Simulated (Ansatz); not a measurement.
# NbC: the cost of one run

Program: Ansatz 0.2.0. Level of theory: DFT PBE, scalar-relativistic, plane waves, PAW. These are calculated values, not measurements.

1 further run of the same task is left out (set aside as unsound or not needed).

### Step 1. The system as given

Symmetry: Fm-3m, No. 225, cubic system. The conventional cell has a = 4.400 Å, b = 4.400 Å, c = 4.400 Å, α = 90.00°, β = 90.00°, γ = 90.00°. Nb (site symmetry m-3m) has 6 C at 2.20 Å as nearest neighbours. C (site symmetry m-3m) has 6 Nb at 2.20 Å as nearest neighbours.

Structure file:

```xyz
2
Lattice="0.0000 2.2000 2.2000 2.2000 0.0000 2.2000 2.2000 2.2000 0.0000" Properties=species:S:1:pos:R:3 pbc="T T T"
Nb    0.0000    0.0000    0.0000
C     2.2000    2.2000    2.2000
```

The structure comes from the Crystallography Open Database.

### Step 2. A distortion that keeps the symmetry

What differs from the listed cell: strain xx, yy, zz, yz, xz, xy = +0.7, +0.7, +0.7, +0.0, +0.0, +0.0 %.

Contents of input.yaml:

```yaml
crystal:
  lattice:
    - [0.0, 2.216148, 2.216148]
    - [2.216148, 0.0, 2.216148]
    - [2.216148, 2.216148, 0.0]
  atoms:
    - { symbol: Nb, position: [0.0, 0.0, 0.0] }
    - { symbol: C, position: [0.5, 0.5, 0.5] }
basis:
  ecutwfc: 420
kpoints:
  mp_grid: { grid: [16, 16, 16] }
hamiltonian:
  xc: pbe
scf:
  occupations: { method: gaussian, width: 0.1 }
output:
  forces: true
  stress: true
  eigenvalues: true
```

What time and memory should one allow on 1 thread of an x86-64 CPU, shared host?

About 1.3 s, with a peak of 0.38 GiB.
